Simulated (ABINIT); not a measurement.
Runs of ABINIT 10.8.3 (patched build) on MnO. It takes space group Fm-3m (No. 225, cubic). The conventional cell has a = 4.448 Å, b = 4.448 Å, c = 4.448 Å, α = 90.00°, β = 90.00°, γ = 90.00°. Mn (site symmetry m-3m) has 6 O at 2.22 Å as nearest neighbours. O (site symmetry m-3m) is surrounded by 6 Mn at 2.22 Å. The cell is a database's computed one.

```csv
task,level,potentials or basis,k mesh,mesh quality,gap on the mesh (eV),moment (μB)
single point,PBE,JTH PAW PBE v2.0,6 × 6 × 6,coarse,none,4.72
single point,LDA,JTH PAW LDA v2.0,4 × 4 × 4,coarse,none,(a)
band structure,LDA,JTH PAW LDA v2.0,10 × 10 × 10,not flagged,none,4.59
single point,PBE,JTH PAW PBE v2.0,4 × 4 × 4,coarse,none,4.72
single point,PBE,JTH PAW PBE v2.0,8 × 8 × 8,not flagged,none,4.78
```

Alike in all rows: spin collinear, ferromagnetic start; cell as given; cutoff (eV) 626; smearing fermi-dirac 0.05 eV.

Q: Fill in the values left out.

A: (a) 4.54.

Caveats: some runs use coarse meshes; a cell with one magnetic atom can't hold antiferromagnetic order, which such compounds often take; semilocal functionals often make such compounds metallic where correlation or magnetic order opens a gap, which also shifts bond lengths.

A gap of «none» marks a metal or a gap under the smearing width.
